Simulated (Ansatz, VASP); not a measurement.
## HfN in VASP and in Ansatz

Contents of INCAR:

```
ALGO     = Normal         # electronic algorithm
EDIFF    = 1E-6           # SCF threshold, eV
ENCUT    = 520            # plane-wave cutoff, eV
GGA      = PS             # functional
ISIF     = 2              # what is computed and relaxed
ISMEAR   = 0              # smearing method
LASPH    = True           # aspherical terms in the spheres
LCHARG   = False          # write CHGCAR
LREAL    = False          # projectors in reciprocal space
LWAVE    = False          # write WAVECAR
NBANDS   = 14             # bands
NELM     = 60             # most SCF steps
PREC     = Accurate       # precision mode
SIGMA    = 0.15           # smearing width, eV
```

The input KPOINTS:

```
k-points
0
Gamma
  16 16 16
```

File POSCAR:

```
HfN
1.0
    0.0000000000      2.2584362400      2.5530148800
    2.2584362400      0.0000000000      2.5530148800
    2.2584362400      2.2584362400      0.0000000000
Hf N
1 1
Direct
    0.0000000000      0.0000000000      0.0000000000
    0.7500000000      0.7500000000      0.7500000000
```

Input for Ansatz:

```yaml
crystal:
  lattice:
    - [0.0, 2.25843624, 2.55301488]
    - [2.25843624, 0.0, 2.55301488]
    - [2.25843624, 2.25843624, 0.0]
  atoms:
    - { symbol: Hf, position: [0.0, 0.0, 0.0] }
    - { symbol: "N", position: [0.75, 0.75, 0.75] }
basis:
  ecutwfc: 420
kpoints:
  mp_grid: { grid: [16, 16, 16] }
hamiltonian:
  xc: pbesol
scf:
  occupations: { method: gaussian, width: 0.15 }
output:
  forces: true
  stress: true
  eigenvalues: true
```

Change from the starting cell: strain -0.080 along x and y, +0.040 along z, atoms carried along.

Alike in both runs: task single point; functional PBEsol; k mesh 16 × 16 × 16; occupations gaussian, width 0.15 eV; no spin polarisation.

|  | VASP | Ansatz |
| --- | --- | --- |
| version | VASP 6.6.1 | Ansatz 0.2.0 |
| potentials or method | VASP PAW PBE potentials, release 64 (Hf_pv, N) | scalar-relativistic, plane waves, PAW |
| plane-wave cutoff (eV) | 520 | 420 |
| valence electrons in the cell | 15 | 31 |

|  | VASP | Ansatz | Ansatz less VASP |
| --- | --- | --- | --- |
| gap on the k mesh at the Fermi level (eV) | none | none | - |
| pressure (GPa) | 23.5 | 24.0 | +0.50 |
| largest component of the traceless stress (GPa) | 13.32 | 13.37 | +0.052 |

A gap of «none» marks a metal or a gap that the smearing closes. The two sets of potentials don't hold the same shells in valence.

Caveats: so large a pressure means that the cell lies far from this level's equilibrium, or that cutoff or potentials fall short (VASP); the potentials were made for another functional, which shifts forces and pressure (VASP). The runs have no spin-orbit coupling, so splittings on Hf are missing.
